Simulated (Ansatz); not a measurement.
**Mo (Im-3m), clamped-ion strain scan**

All numbers below come from DFT PBE, scalar-relativistic, plane waves, PAW (Ansatz 0.2.0). Cutoff 420 eV, Γ-centred 22×22×22 k-points, Gaussian smearing of 0.15 eV. No spin polarisation. Energies are free energies at this smearing, counted from the undisturbed cell; pressure is positive in compression.

Reference structure (as given, not relaxed at this level; it stands at 4.8 GPa):

```yaml
crystal:
  lattice:
    - [-1.57100, 1.57100, 1.57100]
    - [1.57100, -1.57100, 1.57100]
    - [1.57100, 1.57100, -1.57100]
  atoms:
    - { symbol: Mo, position: [0.00000, 0.00000, 0.00000] }
```

The cell is strained by ε times the Voigt pattern (0, 1, 0, 0, 0, 0) (xx, yy, zz, yz, xz, xy; engineering shear) with fractional coordinates fixed. The cell is metallic on the mesh throughout.

```tsv
ε	ΔE (meV/atom)
-0.0600	123.9
-0.0450	73.3
-0.0300	36.5
-0.0150	12.4
0.0000	0.0
0.0150	-1.9
0.0300	5.8
0.0450	22.2
0.0525	33.4
0.0600	46.4
```

(1) Predict the stress summed along the pattern (GPa, tension positive) at each point.

## Answers

(1)
| ε | stress summed along the pattern (GPa, tension positive) |
| --- | --- |
| -0.0600 | -39.82 |
| -0.0450 | -30.00 |
| -0.0300 | -20.83 |
| -0.0150 | -12.44 |
| 0.0000 | -4.81 |
| 0.0150 | 2.11 |
| 0.0300 | 8.40 |
| 0.0450 | 14.06 |
| 0.0525 | 16.66 |
| 0.0600 | 19.10 |